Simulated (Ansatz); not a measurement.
# BN: the cost of one run

Method: DFT PBE, scalar-relativistic, plane waves, PAW, in Ansatz 0.2.0.

**1. Starting point**

It takes space group P6_3mc (No. 186, hexagonal). Conventional cell: a = 2.554 Å, b = 2.554 Å, c = 4.227 Å, α = 90.00°, β = 90.00°, γ = 120.00°. B (site symmetry 3m) is surrounded by 4 N at 1.57 to 1.58 Å. N (site symmetry 3m) has 4 B at 1.57 to 1.58 Å as nearest neighbours.

Coordinates:

```cif
data_structure
_symmetry_space_group_name_H-M 'P6_3mc'
_symmetry_Int_Tables_number 186
_cell_length_a 2.5539
_cell_length_b 2.5539
_cell_length_c 4.2269
_cell_angle_alpha 90.000
_cell_angle_beta 90.000
_cell_angle_gamma 120.000
_cell_volume 23.88
loop_
_atom_site_label
_atom_site_type_symbol
_atom_site_symmetry_multiplicity
_atom_site_Wyckoff_symbol
_atom_site_fract_x
_atom_site_fract_y
_atom_site_fract_z
_atom_site_occupancy
B1 B 2 b 0.33333 0.66667 0.00028 1
N1 N 2 b 0.33333 0.66667 0.37472 1
```

The runs take a perfect supercell of 48 atoms; the defect goes to fractional position (0.667, 0.334, 0.000).

**2. The perfect supercell**

The input, input.yaml:

```yaml
crystal:
  lattice:
    - [-3.830909, 2.211777, -4.226855]
    - [3.830909, -2.211777, -4.226855]
    - [-3.830909, -6.63533, 4.226855]
  atoms:
    - { symbol: B, position: [0.666805, 0.333471, 0.0] }
    - { symbol: B, position: [0.166805, 0.833471, 0.0] }
    - { symbol: B, position: [0.833472, 0.000138, 0.833333] }
    - { symbol: B, position: [0.333472, 0.500138, 0.833333] }
    - { symbol: B, position: [0.000138, 0.666804, 0.666667] }
    - { symbol: B, position: [0.500138, 0.166804, 0.666667] }
    - { symbol: B, position: [0.166805, 0.333471, 0.5] }
    - { symbol: B, position: [0.666805, 0.833471, 0.5] }
    - { symbol: B, position: [0.333472, 0.000138, 0.333333] }
    - { symbol: B, position: [0.833472, 0.500138, 0.333333] }
    - { symbol: B, position: [0.500138, 0.666804, 0.166667] }
    - { symbol: B, position: [0.000138, 0.166804, 0.166667] }
    - { symbol: B, position: [0.583471, 0.916805, 0.0] }
    - { symbol: B, position: [0.083471, 0.416805, 0.0] }
    - { symbol: B, position: [0.750138, 0.583472, 0.833333] }
    - { symbol: B, position: [0.250138, 0.083472, 0.833333] }
    - { symbol: B, position: [0.916804, 0.250138, 0.666667] }
    - { symbol: B, position: [0.416804, 0.750138, 0.666667] }
    - { symbol: B, position: [0.083471, 0.916805, 0.5] }
    - { symbol: B, position: [0.583471, 0.416805, 0.5] }
    - { symbol: B, position: [0.250138, 0.583472, 0.333333] }
    - { symbol: B, position: [0.750138, 0.083472, 0.333333] }
    - { symbol: B, position: [0.416804, 0.250138, 0.166667] }
    - { symbol: B, position: [0.916804, 0.750138, 0.166667] }
    - { symbol: "N", position: [0.854029, 0.520695, 0.0] }
    - { symbol: "N", position: [0.354029, 0.020695, 0.0] }
    - { symbol: "N", position: [0.020696, 0.187362, 0.833333] }
    - { symbol: "N", position: [0.520696, 0.687362, 0.833333] }
    - { symbol: "N", position: [0.187362, 0.854028, 0.666667] }
    - { symbol: "N", position: [0.687362, 0.354028, 0.666667] }
    - { symbol: "N", position: [0.354029, 0.520695, 0.5] }
    - { symbol: "N", position: [0.854029, 0.020695, 0.5] }
    - { symbol: "N", position: [0.520696, 0.187362, 0.333333] }
    - { symbol: "N", position: [0.020696, 0.687362, 0.333333] }
    - { symbol: "N", position: [0.687362, 0.854028, 0.166667] }
    - { symbol: "N", position: [0.187362, 0.354028, 0.166667] }
    - { symbol: "N", position: [0.770695, 0.104029, 0.0] }
    - { symbol: "N", position: [0.270695, 0.604029, 0.0] }
    - { symbol: "N", position: [0.937362, 0.770696, 0.833333] }
    - { symbol: "N", position: [0.437362, 0.270696, 0.833333] }
    - { symbol: "N", position: [0.104028, 0.437362, 0.666667] }
    - { symbol: "N", position: [0.604028, 0.937362, 0.666667] }
    - { symbol: "N", position: [0.270695, 0.104029, 0.5] }
    - { symbol: "N", position: [0.770695, 0.604029, 0.5] }
    - { symbol: "N", position: [0.437362, 0.770696, 0.333333] }
    - { symbol: "N", position: [0.937362, 0.270696, 0.333333] }
    - { symbol: "N", position: [0.604028, 0.437362, 0.166667] }
    - { symbol: "N", position: [0.104028, 0.937362, 0.166667] }
basis:
  ecutwfc: 420
  fft_grid_basis: typed
kpoints:
  mp_grid: { grid: [2, 2, 2] }
hamiltonian:
  xc: pbe
  pseudopotentials: { kind: paw }
scf:
  occupations: { method: gaussian, width: 0.05 }
output:
  forces: true
  stress: false
  eigenvalues: true
  bader: false
  write_density: true
  volumetric_format: npy
```

Started as:

```bash
> ansatz run input.yaml --threads 4 --pin off --max-ram 10240MiB --backend cpu --events-out ev --progress --plain --runs-dir out
```

Q: Estimate wall time and peak memory on 4 threads of Arm Neoverse V1, shared host.

About 3.1 s, with a peak of 1.2 GiB.
